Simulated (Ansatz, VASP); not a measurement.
**C in VASP and in Ansatz**

```xyz
2
Lattice="1.2280 0.7090 3.5144 -1.2280 0.7090 3.5144 0.0000 -1.4180 3.5144" Properties=species:S:1:pos:R:3 pbc="T T T"
C     0.0000    0.0000    1.7291
C     0.0000    0.0000    8.8140
```

Change from the starting cell: strain +0.000 along x and y, +0.050 along z, atoms carried along.

Alike in both runs: task single point; functional LDA; k mesh 12 × 12 × 12; occupations gaussian, width 0.05 eV; no spin polarisation.

```csv
,VASP,Ansatz
version,VASP 6.6.1,Ansatz 0.2.0
potentials or method,"VASP PAW LDA potentials, release 64 (C)","scalar-relativistic, plane waves, PAW"
plane-wave cutoff (eV),520,420
valence electrons in the cell,8,8
```

|  | VASP | Ansatz | Ansatz less VASP |
| --- | --- | --- | --- |
| gap on the k mesh at the Fermi level (eV) | 0.59 | 0.59 | -0.001 |
| least direct gap on the mesh (eV) | 0.59 | 0.59 | -0.001 |
| pressure (GPa) | -3.4 | -4.2 | -0.76 |
| largest component of the traceless stress (GPa) | 1.47 | 2.36 | +0.889 |
| rms of the force components (eV/Å) | 0.551 | 0.555 | +0.0035 |

Atom by atom the forces differ by 0.003 eV/Å (rms over components).
